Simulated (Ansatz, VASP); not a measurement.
**Two plane-wave programs on GdO**

INCAR

```
PREC = Accurate
ENCUT = 520
EDIFF = 1E-6
ISMEAR = 0
SIGMA = 0.05
LREAL = False
LASPH = True
NELM = 100
ALGO = Normal
ISIF = 2
LWAVE = False
LCHARG = False
LMAXMIX = 6
LDAU = True
LDAUTYPE = 2
LDAUL = 3 -1
LDAUU = 4 0
LDAUJ = 0 0
LDAUPRINT = 1
GGA = PS
NBANDS = 19
```

KPOINTS

```
regular mesh
0
Gamma
  6 6 6
```

File POSCAR:

```
GdO
1.0
    0.0000000000      2.7000000000      2.7000000000
    2.7000000000      0.0000000000      2.7000000000
    2.7000000000      2.7000000000      0.0000000000
Gd O
1 1
Direct
    0.0000000000      0.0000000000      0.0000000000
    0.2500000000      0.2500000000      0.2500000000
```

input.yaml

```yaml
crystal:
  lattice:
    - [0.0, 2.7, 2.7]
    - [2.7, 0.0, 2.7]
    - [2.7, 2.7, 0.0]
  atoms:
    - { symbol: Gd, position: [0.0, 0.0, 0.0] }
    - { symbol: O, position: [0.25, 0.25, 0.25] }
hamiltonian:
  xc: pbesol
  pseudopotentials: { kind: paw }
  hubbard: { sites: [{ species: Gd, l: f, u_eff: 4.0 }] }
kpoints:
  mp_grid: { grid: [6, 6, 6] }
scf:
  occupations: { method: gaussian, width: 0.05 }
output:
  forces: true
  stress: true
  eigenvalues: true
```

The cell comes from a database or a generator and needn't be the stable form of this composition.

Alike in both runs: task single point; functional PBEsol; k mesh 6 × 6 × 6; occupations gaussian, width 0.05 eV; no spin polarisation; Hubbard terms Gd f U = 4 eV.

|  | VASP | Ansatz |
| --- | --- | --- |
| version | VASP 6.6.1 | Ansatz 0.2.0 |
| potentials or method | VASP PAW PBE potentials, release 64 (Gd, O) | Ansatz PAW |
| plane-wave cutoff (eV) | 520 | 420 |
| valence electrons in the cell | 24 | 24 |

```tsv
	VASP	Ansatz	Ansatz less VASP
gap on the k mesh at the Fermi level (eV)	0.43	0.07	-0.356
least direct gap on the mesh (eV)	0.46	0.10	-0.361
pressure (GPa)	-4.1	-5.0	-0.88
```

The programs project onto different local orbitals, so the same U acts differently.

Caveats: the PAW data sets were made with another functional, which shifts forces and pressure a little (VASP); spin-orbit coupling is left out, which moves the levels of the heavy elements (VASP); the magnetic or orbital state may not be the lowest (Ansatz); the pressure holds a Pulay correction of +0.3 GPa for the finite cutoff (Ansatz); the run has no spin polarisation, though such a crystal can be magnetic (Ansatz); the PAW data sets come from PBE, with cores solved anew for the run's functional, which leaves a small shift of forces and pressure (Ansatz). Spin polarisation is off, so any magnetic state and its effect on volume and gap are missing. A k mesh can miss the band edges.
